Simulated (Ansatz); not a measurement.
The calculation used Ansatz, DFT PBE, scalar-relativistic, plane waves, PAW.

Structure of NaCl:

```xyz
2
Lattice="3.5050 0.0000 0.0000 0.0000 3.5050 0.0000 0.0000 0.0000 3.5050" Properties=species:S:1:pos:R:3 pbc="T T T"
Na    0.0000    0.0000    0.0000
Cl    1.7525    1.7525    1.7525
```

Plane waves to 420 eV, a k mesh through Γ of 6×6×6 on the computed 2-atom cell and Gaussian smearing (0.02 eV); no spin polarisation.

Levels along Γ–X–M–Γ–R–X | R–M, in eV from a zero inside the gap, sorted by energy at each point. Points in fractions of the primitive reciprocal vectors: Γ (0.000 0.000 0.000), X (0.000 0.500 0.000), M (0.500 0.500 0.000), R (0.500 0.500 0.500).
```
point k (1/Å, with 2π) band 6  band 7  band 8  band 9  band 10  band 11
    Γ             0.000   -2.47   -2.47   -2.47    1.99     6.54     6.54
    -             0.128   -2.65   -2.46   -2.46    2.15     6.60     6.66
    -             0.256   -3.09   -2.43   -2.43    2.55     6.76     6.96
    -             0.384   -3.62   -2.39   -2.39    3.06     7.03     7.27
    -             0.512   -4.14   -2.33   -2.33    3.62     7.36     7.39
    -             0.640   -4.55   -2.29   -2.29    4.18     7.15     7.81
    -             0.768   -4.82   -2.25   -2.25    4.68     6.78     8.22
    X             0.896   -4.91   -2.24   -2.24    4.92     6.57     8.41
    -             1.024   -4.88   -2.37   -2.23    5.07     6.40     8.52
    -             1.152   -4.80   -2.70   -2.19    5.46     5.93     8.82
    -             1.280   -4.67   -3.14   -2.14    5.27     5.97     8.80
    -             1.409   -4.53   -3.57   -2.09    4.59     6.53     8.83
    -             1.536   -4.38   -3.92   -2.04    4.04     7.08     8.91
    -             1.665   -4.28   -4.16   -2.00    3.67     7.58     8.99
    M             1.793   -4.24   -4.24   -1.99    3.54     7.84     9.03
    -             1.974   -4.22   -4.17   -2.01    3.79     7.37     8.99
    -             2.155   -4.14   -3.97   -2.08    4.41     6.63     8.84
    -             2.336   -3.95   -3.66   -2.19    4.66     6.47     8.49
    -             2.517   -3.60   -3.28   -2.29    3.97     7.05     7.92
    -             2.698   -3.14   -2.89   -2.39    3.06     7.01     7.27
    -             2.879   -2.68   -2.59   -2.45    2.30     6.68     6.74
    Γ             3.060   -2.47   -2.47   -2.47    1.99     6.54     6.54
    -             3.282   -2.71   -2.58   -2.58    2.45     6.79     6.79
    -             3.504   -3.16   -2.84   -2.84    3.54     7.39     7.39
    -             3.726   -3.53   -3.16   -3.16    4.64     7.65     7.65
    -             3.947   -3.72   -3.44   -3.44    5.08     6.88     6.88
    -             4.169   -3.79   -3.65   -3.65    5.00     5.96     5.96
    -             4.391   -3.81   -3.78   -3.78    5.02     5.33     5.33
    R             4.613   -3.82   -3.82   -3.82    5.11     5.11     5.11
    -             4.794   -3.87   -3.78   -3.76    5.00     5.21     5.33
    -             4.975   -4.01   -3.64   -3.57    4.87     5.52     5.97
    -             5.156   -4.22   -3.40   -3.29    4.91     6.04     6.74
    -             5.337   -4.46   -3.07   -2.94    5.20     6.78     6.80
    -             5.518   -4.70   -2.70   -2.60    5.71     5.99     7.72
    -             5.699   -4.86   -2.37   -2.34    5.22     6.28     8.63
    X             5.880   -4.91   -2.24   -2.24    4.92     6.57     8.41
    R             5.880   -3.82   -3.82   -3.82    5.11     5.11     5.11
    -             6.008   -3.85   -3.85   -3.75    4.99     5.22     5.22
    -             6.136   -3.91   -3.91   -3.53    4.70     5.56     5.56
    -             6.264   -3.99   -3.99   -3.19    4.34     6.10     6.10
    -             6.392   -4.09   -4.09   -2.79    4.02     6.81     6.81
    -             6.521   -4.17   -4.17   -2.40    3.76     7.63     7.63
    -             6.649   -4.22   -4.22   -2.10    3.60     8.07     8.50
    M             6.777   -4.24   -4.24   -1.99    3.54     7.84     9.03
```

This CsCl-type form isn't the usual stable structure of the compound.

Cost: 1 run of about 0.11 core-minutes, on Arm Neoverse V2 (shared hosts).